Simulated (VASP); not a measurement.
# As2Pt (Sperrylite) (Pa-3) in VASP: further runs

One crystal, As2Pt (Sperrylite), is run at these levels: LDA; tasks: relaxation of cell and atoms, relaxation of the atoms.

Program: VASP 6.6.1. These are calculated values, not measurements. Logs are shortened: lines on timing, memory, paths and dates and some standing lists are left out, and cuts for length are marked.

## Step 1: The crystal as given

It takes space group Pa-3 (No. 205, cubic). The conventional cell has a = 5.966 Å, b = 5.966 Å, c = 5.966 Å, α = 90.00°, β = 90.00°, γ = 90.00°. As (site symmetry 3) is surrounded by 1 As at 2.42 Å and 3 Pt at 2.49 Å. Pt (site symmetry -3) has 6 As at 2.49 Å as nearest neighbours.

## Step 2: Relaxation of cell and atoms, LDA

INCAR

```
SYSTEM = As2Pt
  PREC = Accurate
  ENCUT = 600
  EDIFF = 1E-6
  ISMEAR = 0
  SIGMA = 0.03
  LREAL = .FALSE.
  LASPH = .TRUE.
  NELM = 80
  ALGO = Normal
  ISIF = 3
  LWAVE = .FALSE.
  LCHARG = .FALSE.
  GGA = CA
  IBRION = 2
  NSW = 90
  EDIFFG = -0.01
  KPAR = 4
```

KPOINTS

```
Automatic mesh
0
G
  6 6 6
  0 0 0
```

POSCAR

```
As2Pt
1.0
    5.9665000000      0.0000000000      0.0000000000
    0.0000000000      5.9665000000      0.0000000000
    0.0000000000      0.0000000000      5.9665000000
As Pt
8 4
Direct
    0.3830000000      0.3830000000      0.3830000000
    0.1170000000      0.6170000000      0.8830000000
    0.8830000000      0.1170000000      0.6170000000
    0.6170000000      0.8830000000      0.1170000000
    0.6170000000      0.6170000000      0.6170000000
    0.8830000000      0.3830000000      0.1170000000
    0.1170000000      0.8830000000      0.3830000000
    0.3830000000      0.1170000000      0.8830000000
    0.0000000000      0.0000000000      0.0000000000
    0.5000000000      0.0000000000      0.5000000000
    0.5000000000      0.5000000000      0.0000000000
    0.0000000000      0.5000000000      0.5000000000
```

Potentials or basis: VASP PAW LDA potentials, release 64 (As, Pt).

The run is started by

```console
$ cat potpaw_LDA.64/As/POTCAR potpaw_LDA.64/Pt/POTCAR > POTCAR
$ mpirun -np 4 vasp_std > vasp.out
```

OUTCAR:

```text
SYSTEM = As2Pt
   PREC = Accurate
   ENCUT = 600
   EDIFF = 1E-6
   ISMEAR = 0
   LREAL = .FALSE.
   LASPH = .TRUE.
   NELM = 80
   ISIF = 3
   GGA = CA
   IBRION = 2
   NSW = 90
   EDIFFG = -0.01

 ion  position               nearest neighbor table
   1  0.383  0.383  0.383-   5 2.42  11 2.49  10 2.49  12 2.49
   2  0.117  0.617  0.883-   6 2.42  12 2.49  11 2.49   9 2.49
   3  0.883  0.117  0.617-   7 2.42   9 2.49  10 2.49  12 2.49
   4  0.617  0.883  0.117-   8 2.42  10 2.49   9 2.49  11 2.49
   5  0.617  0.617  0.617-   1 2.42  11 2.49  10 2.49  12 2.49
   6  0.883  0.383  0.117-   2 2.42  12 2.49  11 2.49   9 2.49
   7  0.117  0.883  0.383-   3 2.42   9 2.49  10 2.49  12 2.49
   8  0.383  0.117  0.883-   4 2.42  10 2.49   9 2.49  11 2.49
   9  0.000  0.000  0.000-   3 2.49   7 2.49   4 2.49   6 2.49   2 2.49   8 2.49
  10  0.500  0.000  0.500-   4 2.49   8 2.49   1 2.49   5 2.49   7 2.49   3 2.49
  11  0.500  0.500  0.000-   1 2.49   5 2.49   4 2.49   2 2.49   6 2.49   8 2.49
  12  0.000  0.500  0.500-   2 2.49   6 2.49   3 2.49   5 2.49   1 2.49   7 2.49

  LATTYP: Found a simple cubic cell.
 ALAT       =     5.9665000000

  Lattice vectors:

 A1 = (   5.9665000000,   0.0000000000,   0.0000000000)
 A2 = (   0.0000000000,   5.9665000000,   0.0000000000)
 A3 = (   0.0000000000,   0.0000000000,   5.9665000000)

Analysis of symmetry for initial positions (statically):
=====================================================================
 Subroutine PRICEL returns:
 Original cell was already a primitive cell.

 Routine SETGRP: Setting up the symmetry group for a
 simple cubic supercell.

 Subroutine GETGRP returns: Found 24 space group operations
 (whereof  6 operations were pure point group operations)
 out of a pool of 48 trial point group operations.

The static configuration has the point symmetry S_6 .
 The point group associated with its full space group is T_h .

Analysis of symmetry for dynamics (positions and initial velocities):
=====================================================================
 Subroutine PRICEL returns:
 Original cell was already a primitive cell.

 Routine SETGRP: Setting up the symmetry group for a
 simple cubic supercell.

 Subroutine GETGRP returns: Found 24 space group operations
 (whereof  6 operations were pure point group operations)
 out of a pool of 48 trial point group operations.

The dynamic configuration has the point symmetry S_6 .
 The point group associated with its full space group is T_h .

 Subroutine INISYM returns: Found 24 space group operations
 (whereof  6 operations are pure point group operations),
 and found     1 'primitive' translations

----------------------------------------------------------------------------------------

[... 108 lines left out ...]
   LASPH  =      T    aspherical Exc in radial PAW
   ENCUT  =  600.0 eV  44.10 Ry    6.64 a.u.  11.92 11.92 11.92*2*pi/ulx,y,z
   NELM   =     80;   NELMIN=  2; NELMDL= -5     # of ELM steps
   EDIFF  = 0.1E-05   stopping-criterion for ELM
   LREAL  =      F    real-space projection
   EDIFFG = -.1E-01   stopping-criterion for IOM
   NSW    =     90    number of steps for IOM
   IBRION =      2    ionic relax: 0-MD 1-quasi-New 2-CG
   NFREE  =      1    steps in history (QN), initial steepest desc. (CG)
   ISIF   =      3    stress and relaxation
   ISYM   =      2    0-nonsym 1-usesym 2-fastsym
   POTIM  = 0.5000    time-step for ionic-motion
   TEBEG  =    0.0;   TEEND  =   0.0 temperature during run
   PSTRESS=    0.0 pullay stress
   NELECT =      80.0000    total number of electrons
   NUPDOWN=      -1.0000    fix difference up-down
   EMIN   =  10.00;   EMAX   =-10.00  energy-range for DOS
   EFERMI =   0.00;   METHOD = LEGACY
   ISMEAR =     0;   SIGMA  =   0.03  broadening in eV -4-tet -1-fermi 0-gaus
   EFERMI_NEDOS =   21; number of points for ismear=-14 and -15
   IALGO  =     38    algorithm
   IMIX   =      4    mixing-type and parameters
     AMIX     =   0.40;   BMIX     =  1.00
     AMIX_MAG =   1.60;   BMIX_MAG =  1.00
  volume/ion in A,a.u.               =      17.70       119.45
  Fermi-wavevector in a.u.,A,eV,Ry     =   1.182275  2.234176 19.017873  1.397774
  Thomas-Fermi vector in A             =   2.318532
   LORBIT       =      0    0 simple, 1 ext, 2 COOP (PROOUT), +10 PAW based schemes
   GGA     = CA    functional components
   LHFCALC =     F    Hartree Fock is set to
   AEXX    =    0.0000 exact exchange contribution
   IVDW    =     0    specifies the selected vdW correction
   LEPSILON=     F    determine dielectric tensor
   LRPA    =     F    only Hartree local field effects (RPA)
 conjugate gradient relaxation of ions
 non-spin polarized calculation
 Gauss-broadening in eV      SIGMA  =   0.03
  energy-cutoff  :      600.00
  volume of cell :      212.40
 maximum number of plane-waves:      7123
   NGX = 23   NGY = 23   NGZ = 23

--------------------------------------- Ionic step        1  -------------------------------------------

 number of electron      80.0000005 magnetization

 Free energy of the ion-electron system (eV)
  ---------------------------------------------------
  ext. energy  EPLUGINS =         0.00000000
  ---------------------------------------------------
  free energy    TOTEN  =       -79.92160620 eV

  energy without entropy =      -79.92160620  energy(sigma->0) =      -79.92160620

------------------------ aborting loop because EDIFF is reached ----------------------------------------

  FORCE on cell =-STRESS in cart. coord.  units (eV):
  Direction    XX          YY          ZZ          XY          YZ          ZX
  --------------------------------------------------------------------------------------
  -------------------------------------------------------------------------------------
  Total       -1.6591517     -1.6591517     -1.6591517      0.0000000     -0.0000000     -0.0000000
  in kB      -12.5151983    -12.5151983    -12.5151983      0.0000000     -0.0000000     -0.0000000
  external PRESSURE =     -12.5151983 kB  Pullay stress =       0.0000000 kB
[... 79 lines left out ...]
--------------------------------------- Ionic step        3  -------------------------------------------

 number of electron      80.0000000 magnetization

 Free energy of the ion-electron system (eV)
  ---------------------------------------------------
  ext. energy  EPLUGINS =         0.00000000
  ---------------------------------------------------
  free energy    TOTEN  =       -79.92799461 eV

  energy without entropy =      -79.92799461  energy(sigma->0) =      -79.92799461

 E-fermi :   7.8092     XC(G=0): -11.5711

 val. band max:        7.6797829169   @ k =   0.3333   0.3333   0.0000
 cond. band min:       7.9703272779   @ k =   0.5000   0.5000   0.5000
 fundamental gap:      0.2905443611
 Fermi energy:         7.8092040022

 k-point     1 :       0.0000    0.0000    0.0000
  band No.  band energies     occupation
      1      -6.7335      2.00000
      2      -4.6733      2.00000
      3      -4.6733      2.00000
      4      -4.6733      2.00000
      5      -2.4422      2.00000
      6      -2.4422      2.00000
[... 1252 lines left out ...]
  FREE ENERGIE OF THE ION-ELECTRON SYSTEM (eV)
  ---------------------------------------------------
  free  energy   TOTEN  =       -79.9279946103 eV

  energy  without entropy=      -79.9279946103  energy(sigma->0) =      -79.92799461

 reached required accuracy - stopping structural energy minimisation
```

CONTCAR:

```text
As2Pt
   1.00000000000000
     5.9512733343665625    0.0000000000000000   -0.0000000000000000
     0.0000000000000000    5.9512733343665625    0.0000000000000000
    -0.0000000000000000   -0.0000000000000000    5.9512733343665625
  As              Pt
     8     4
Direct
     0.3830144512340586    0.3830144512340586    0.3830144512340586
     0.1169855487659413    0.6169855487659414    0.8830144512340586
     0.8830144512340586    0.1169855487659413    0.6169855487659414
     0.6169855487659414    0.8830144512340586    0.1169855487659413
     0.6169855487659414    0.6169855487659414    0.6169855487659414
     0.8830144512340586    0.3830144512340586    0.1169855487659413
     0.1169855487659413    0.8830144512340586    0.3830144512340586
     0.3830144512340586    0.1169855487659413    0.8830144512340586
     0.0000000000000000    1.0000000000000000    0.0000000000000000
     0.5000000000000000    1.0000000000000000    0.5000000000000000
     0.5000000000000000    0.5000000000000000    0.0000000000000000
     0.0000000000000000    0.5000000000000000    0.5000000000000000

  0.00000000E+00  0.00000000E+00  0.00000000E+00
  0.00000000E+00  0.00000000E+00  0.00000000E+00
  0.00000000E+00  0.00000000E+00  0.00000000E+00
  0.00000000E+00  0.00000000E+00  0.00000000E+00
  0.00000000E+00  0.00000000E+00  0.00000000E+00
  0.00000000E+00  0.00000000E+00  0.00000000E+00
  0.00000000E+00  0.00000000E+00  0.00000000E+00
  0.00000000E+00  0.00000000E+00  0.00000000E+00
  0.00000000E+00  0.00000000E+00  0.00000000E+00
  0.00000000E+00  0.00000000E+00  0.00000000E+00
  0.00000000E+00  0.00000000E+00  0.00000000E+00
  0.00000000E+00  0.00000000E+00  0.00000000E+00
```

Run time: 79 s. Hardware: 4 MPI ranks of AMD EPYC 9R45 (Zen 5), shared host; peak memory 0.4 GiB.

Results:

- Free energy: -79.9280 eV
- Relaxed volume: 17.57 Å³/atom
- Relaxed cell: a = 5.951 Å, b = 5.951 Å, c = 5.951 Å, α = 90.00°, β = 90.00°, γ = 90.00°
- Space group after relaxing (to 0.05 Å): Pa-3 (No. 205)
- Energy gained by relaxing: 0.5 meV/atom
- Ionic steps: 3
- Pressure after relaxing: 0.0 GPa
- Largest force after relaxing: 0.004 eV/Å
- Band gap on the k mesh: 0.29 eV, indirect (least direct gap 1.04 eV)

Forces on the atoms (eV/Å):
```
As  -0.002 -0.002 -0.002
As   0.002  0.002 -0.002
As  -0.002  0.002  0.002
As   0.002 -0.002  0.002
As   0.002  0.002  0.002
As  -0.002 -0.002  0.002
As   0.002 -0.002 -0.002
As  -0.002  0.002 -0.002
Pt   0.000  0.000  0.000
Pt   0.000  0.000  0.000
Pt   0.000  0.000  0.000
Pt   0.000  0.000  0.000
```

The path:
| step | energy change (eV) | largest force (eV/Å) | pressure (GPa) | volume (Å³) |
| --- | --- | --- | --- | --- |
| 1 | 0.0000 | 0.0082 | -1.25 | 212.40 |
| 2 | 0.0105 | 0.0248 | 2.10 | 208.18 |
| 3 | -0.0064 | 0.0042 | 0.00 | 210.78 |

Final structure:
```
CELL_PARAMETERS angstrom
5.95127 0.00000 0.00000
0.00000 5.95127 0.00000
0.00000 0.00000 5.95127
ATOMIC_POSITIONS crystal
As 0.38301 0.38301 0.38301
As 0.11699 0.61699 0.88301
As 0.88301 0.11699 0.61699
As 0.61699 0.88301 0.11699
As 0.61699 0.61699 0.61699
As 0.88301 0.38301 0.11699
As 0.11699 0.88301 0.38301
As 0.38301 0.11699 0.88301
Pt 0.00000 0.00000 0.00000
Pt 0.50000 0.00000 0.50000
Pt 0.50000 0.50000 0.00000
Pt 0.00000 0.50000 0.50000
```

Caveat: spin-orbit coupling is left out, which moves the levels of the heavy elements. Zero-point motion and thermal expansion aren't in these numbers.

## Step 3: Relaxation of cell and atoms, LDA

This run uses another cell than the first one, of 17.57 Å³/atom, 0.992 times its volume.

Edit INCAR of step 2 so:

```diff
@@ -3,3 +3,3 @@
   ENCUT = 600
-  EDIFF = 1E-6
+  EDIFF = 1E-7
   ISMEAR = 0
@@ -16,3 +16,3 @@
   NSW = 90
-  EDIFFG = -0.01
+  EDIFFG = -0.005
   KPAR = 4
```

KPOINTS is that of step 2.

POSCAR

```
As2Pt                                   
1.0
    5.9512733344      0.0000000000     -0.0000000000
    0.0000000000      5.9512733344      0.0000000000
   -0.0000000000     -0.0000000000      5.9512733344
  As              Pt            
     8     4
Direct
     0.3830144512340586    0.3830144512340586    0.3830144512340586
     0.1169855487659413    0.6169855487659414    0.8830144512340586
     0.8830144512340586    0.1169855487659413    0.6169855487659414
     0.6169855487659414    0.8830144512340586    0.1169855487659413
     0.6169855487659414    0.6169855487659414    0.6169855487659414
     0.8830144512340586    0.3830144512340586    0.1169855487659413
     0.1169855487659413    0.8830144512340586    0.3830144512340586
     0.3830144512340586    0.1169855487659413    0.8830144512340586
     0.0000000000000000    1.0000000000000000    0.0000000000000000
     0.5000000000000000    1.0000000000000000    0.5000000000000000
     0.5000000000000000    0.5000000000000000    0.0000000000000000
     0.0000000000000000    0.5000000000000000    0.5000000000000000
```

Potentials or basis: VASP PAW LDA potentials, release 64 (As, Pt).

The run is started by

```console
$ cat potpaw_LDA.64/As/POTCAR potpaw_LDA.64/Pt/POTCAR > POTCAR
$ mpirun -np 4 vasp_std > vasp.out
```

Run time: 35 s. Hardware: 4 MPI ranks of AMD EPYC 9R45 (Zen 5), shared host; peak memory 0.39 GiB.

The run converged. Its results:

```
Free energy                  : -79.9278 eV
Pressure after relaxing      : 0.0 GPa
Largest force after relaxing : 0.004 eV/Å
Band gap on the k mesh       : 0.29 eV, indirect (least direct gap 1.04 eV)
```

Forces in eV/Å, atoms in the order of the input:
```
As  -0.002 -0.002 -0.002
As   0.002  0.002 -0.002
As  -0.002  0.002  0.002
As   0.002 -0.002  0.002
As   0.002  0.002  0.002
As  -0.002 -0.002  0.002
As   0.002 -0.002 -0.002
As  -0.002  0.002 -0.002
Pt   0.000  0.000  0.000
Pt   0.000  0.000  0.000
Pt   0.000  0.000  0.000
Pt   0.000  0.000  0.000
```

Final structure:
```
As Pt
1.0
     5.95127    0.00000    0.00000
     0.00000    5.95127    0.00000
     0.00000    0.00000    5.95127
As Pt
8 4
Cartesian
  2.2794 2.2794 2.2794
  0.6962 3.6718 5.2551
  5.2551 0.6962 3.6718
  3.6718 5.2551 0.6962
  3.6718 3.6718 3.6718
  5.2551 2.2794 0.6962
  0.6962 5.2551 2.2794
  2.2794 0.6962 5.2551
  0.0000 0.0000 0.0000
  2.9756 0.0000 2.9756
  2.9756 2.9756 0.0000
  0.0000 2.9756 2.9756
```

Levels at points of the mesh, in eV from the valence-band top:
```csv
k point,band 37,band 38,band 39,band 40,band 41,band 42,band 43,band 44
"(0.00, 0.00, 0.00)",-2.50,-0.99,-0.99,-0.99,0.68,0.68,0.68,1.54
"(0.50, 0.00, 0.00)",-1.25,-1.25,-0.85,-0.85,1.49,1.49,1.67,1.67
"(0.50, 0.50, 0.00)",-0.59,-0.59,-0.59,-0.59,1.99,1.99,1.99,1.99
"(0.50, 0.50, 0.50)",-0.75,-0.75,-0.75,-0.75,0.29,0.29,0.29,0.29
```

Caveat: the relaxation stopped at its first step, so nothing moved; spin-orbit coupling is left out, which moves the levels of the heavy elements.

## Step 4: Relaxation of the atoms, LDA (a relaxed cell with its volume scaled by 0.94)

Edit INCAR of step 3 so:

```diff
@@ -10,3 +10,3 @@
   ALGO = Normal
-  ISIF = 3
+  ISIF = 2
   LWAVE = .FALSE.
@@ -15,4 +15,4 @@
   IBRION = 2
-  NSW = 90
-  EDIFFG = -0.005
+  NSW = 40
+  EDIFFG = -0.01
   KPAR = 4
```

KPOINTS is that of step 3.

POSCAR

```
As2Pt                                   
1.0
    5.8297846875      0.0000000000      0.0000000000
    0.0000000000      5.8297846875      0.0000000000
    0.0000000000      0.0000000000      5.8297846875
  As              Pt            
     8     4
Direct
     0.3830144512340610    0.3830144512340610    0.3830144512340610
     0.1169855487659390    0.6169855487659390    0.8830144512340610
     0.8830144512340610    0.1169855487659390    0.6169855487659390
     0.6169855487659390    0.8830144512340610    0.1169855487659390
     0.6169855487659390    0.6169855487659390    0.6169855487659390
     0.8830144512340610    0.3830144512340610    0.1169855487659390
     0.1169855487659390    0.8830144512340610    0.3830144512340610
     0.3830144512340610    0.1169855487659390    0.8830144512340610
     0.0000000000000000    0.0000000000000000    0.0000000000000000
     0.5000000000000000    0.0000000000000000    0.5000000000000000
     0.5000000000000000    0.5000000000000000    0.0000000000000000
     0.0000000000000000    0.5000000000000000    0.5000000000000000
```

The run is started by

```console
$ cat potpaw_LDA.64/As/POTCAR potpaw_LDA.64/Pt/POTCAR > POTCAR
$ mpirun -np 4 vasp_std > vasp.out
```

It took 60 s on 4 MPI ranks of AMD EPYC 9R45 (Zen 5), shared host; peak memory 0.38 GiB.

It converged, with:

```
Free energy               : -79.4869 eV
Energy gained by relaxing : 0.1 meV/atom
Ionic steps               : 3
Pressure after relaxing   : 11.9 GPa
Band gap on the k mesh    : 0.58 eV, indirect (least direct gap 1.30 eV)
```

Step by step:
```tsv
step	energy change (eV)	largest force (eV/Å)	pressure (GPa)
1	0.0000	0.0852	11.89
2	-0.0012	0.0120	11.85
3	-0.0012	0.0001	11.86
```

Final structure:
```
As Pt
1.0
     5.82978    0.00000    0.00000
     0.00000    5.82978    0.00000
     0.00000    0.00000    5.82978
As Pt
8 4
Direct
  0.38266 0.38266 0.38266
  0.11734 0.61734 0.88266
  0.88266 0.11734 0.61734
  0.61734 0.88266 0.11734
  0.61734 0.61734 0.61734
  0.88266 0.38266 0.11734
  0.11734 0.88266 0.38266
  0.38266 0.11734 0.88266
  0.00000 0.00000 0.00000
  0.50000 0.00000 0.50000
  0.50000 0.50000 0.00000
  0.00000 0.50000 0.50000
```

Levels at points of the mesh, in eV from the valence-band top:
```tsv
k point	band 36	band 37	band 38	band 39	band 40	band 41	band 42	band 43	band 44	band 45
(0.00, 0.00, 0.00)	-2.61	-2.61	-1.08	-1.08	-1.08	0.84	0.84	0.84	1.38	4.35
(0.50, 0.00, 0.00)	-2.10	-1.34	-1.34	-0.88	-0.88	1.57	1.57	1.81	1.81	2.93
(0.50, 0.50, 0.00)	-2.17	-0.65	-0.65	-0.65	-0.65	2.21	2.21	2.21	2.21	2.33
(0.50, 0.50, 0.50)	-1.26	-0.85	-0.85	-0.85	-0.85	0.58	0.58	0.58	0.58	3.16
```

Caveat: spin-orbit coupling is left out, which moves the levels of the heavy elements.
